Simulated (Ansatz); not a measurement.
Consider GeTe (space group R3m, No. 160; a = 4.227 Å, c = 10.920 Å (hexagonal axes)).

(Cell as relaxed with PBE.)

Levels (all Ansatz, a program for electronic structure, PAW): PBE (420 eV, no SOC); r2SCAN (500 eV, no spin-orbit coupling).

Each level relaxes its own structure.

| base | PBE | r2SCAN |
|---|---|---|
| volume per atom | 28.16 Å³ | 27.99 Å³ |
| lattice parameter a | 4.227 Å | 4.187 Å |

One thing is altered: an isotropic linear strain of −5.25 %; the atoms relax in the strained cell.

```json
[
 {"quantity": "energy relative to the base (free energy F)", "PBE": "+95 meV/atom", "r2SCAN": "___"},
 {"quantity": "largest internal atomic displacement", "PBE": "0.089 Å", "r2SCAN": "___"},
 {"quantity": "pressure (mean of the normal stresses, compression positive)", "PBE": "8.4 GPa", "r2SCAN": "___"}
]
```

Problem. Predict the r2SCAN column.

Solution. 
- energy relative to the base (free energy F), r2SCAN: +95 meV/atom
- largest internal atomic displacement, r2SCAN: 0.082 Å
- pressure (mean of the normal stresses, compression positive), r2SCAN: 8.4 GPa

PBE's largest internal atomic displacement lies 0.007 Å above r2SCAN's; the two agree on the energy relative to the base and pressure. Neither level is exact; r2SCAN is the comparison here, not a measurement.

The mesh was chosen for an insulator and is coarse for the gapless case. Stability against distortions was not tested. All final runs are without spin polarisation. No dispersion term is included, though the crystal is made of layers, chains or molecules, so its spacings can come out too wide.
